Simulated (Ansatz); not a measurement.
Calculated field gradients at the nuclei for MoS2

The cell is an entry of the Crystallography Open Database (COD), its atoms then relaxed with PBE in this cell.

```
Mo S
1.0
     1.58150    0.91308    6.12333
    -1.58150    0.91308    6.12333
     0.00000   -1.82616    6.12333
Mo S
1 2
Direct
  0.99999 0.99999 0.99999
  0.24830 0.24830 0.24830
  0.41841 0.41841 0.41841
```

Atoms are numbered from 1 in the order listed; like atoms form one site, named after its first atom.

The numbers come from a DFT calculation in Ansatz (r2SCAN, plane waves and PAW, scalar-relativistic, collinear spin, 500 eV cutoff, Γ-centred 16×16×16 k-points, Fermi–Dirac smearing 0.02 eV). Start moments as typed (μB): 2 on each Mo, none on the rest.

C_Q = eQV_zz/h, which is 24.18 MHz for Q = 1 b and V_zz = 10²¹ V/m²; η = (V_xx − V_yy)/V_zz. ν_Q = 3|C_Q|/[2I(2I − 1)].

97Mo: I = 5/2, Q = 255.0 mb; S-33: I = 3/2, Q = -69.40 mb. Q values from Pyykkö, Mol. Phys. 116, 1328 (2018).

(1) Give the quadrupolar parameters of the distinct sites.

Results:

(1) 

```csv
site,atoms (order as listed),first shell,C_Q (MHz),η,ν_Q (MHz)
Mo,1,6 S at 2.40 Å,-46.2,0.00,6.94
S2,2,3 Mo at 2.40 Å,9.10,0.00,4.55
S3,3,3 Mo at 2.40 Å,8.78,0.00,4.39
```

An axis of threefold or higher order runs through Mo, S2 and S3, so V_zz lies along it and η is zero.

The program didn't check the stability of this electronic state in full, so a lower one may lie near. Without spin–orbit coupling (the program notes it for Mo) the gradients can shift somewhat, as the gap is small. The start moments die out, and the run ends without spin.
